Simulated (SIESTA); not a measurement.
Crystal: TiNi.

```
Ni Ti
1.0
     2.73580    0.00000    0.00000
     0.00000    2.73580    0.00000
     0.00000    0.00000    3.58141
Ni Ti
1 1
Cartesian
  0.0000 0.0000 0.0000
  1.3679 1.3679 1.7907
```

The cell comes from a database or a generator and needn't be the stable form of this composition.

```yaml
Program: SIESTA 5.4.2
Task: single point
Functional: PBEsol
Potentials_or_basis: PseudoDojo 0.4 standard (PBEsol files)
Basis: DZP (energy shift 0.003 Ry; two zetas on semicore shells)
Grid_cutoff: 800 Ry
Energy_shift: 0.003 Ry
k_mesh: 10 × 10 × 8
Occupations: fermi-dirac, width 0.05 eV
Spin: collinear spin, ferromagnetic start
Starting_moments: "[1.0, 1.0] μB"
```

On this cell: pressure -7.5 GPa; largest force under 0.003 eV/Å; net moment 0.00 μB per cell; band gap on the k mesh none (metal or under the smearing width).

The same run follows on a disturbed copy (atoms moved at random, drawn with an rms of 0.05 Å):

```
Ni Ti
1.0
     2.73580    0.00000    0.00000
     0.00000    2.73580    0.00000
     0.00000    0.00000    3.58141
Ni Ti
1 1
Direct
  0.00542 0.00515 0.00068
  0.50871 0.48873 0.48423
```

Problem. What does the disturbed cell give?

Solution. The energy (extrapolated to zero smearing) moves by +6.0 meV/atom; pressure -7.1 GPa; largest force 0.335 eV/Å; net moment 0.00 μB per cell; band gap on the k mesh none (metal or under the smearing width).

Forces on the atoms (eV/Å):
```
Ni   0.028 -0.164 -0.291
Ti  -0.029  0.163  0.290
```

Stress tensor (GPa, compression positive):
```
-6.46  0.03 -0.05
 0.03 -6.56  0.11
-0.05  0.11 -8.34
```

Caveats: short orbitals over semicore shells can move pressures by several GPa; the basis of atomic orbitals isn't converged, which shifts pressures, moduli and gaps.
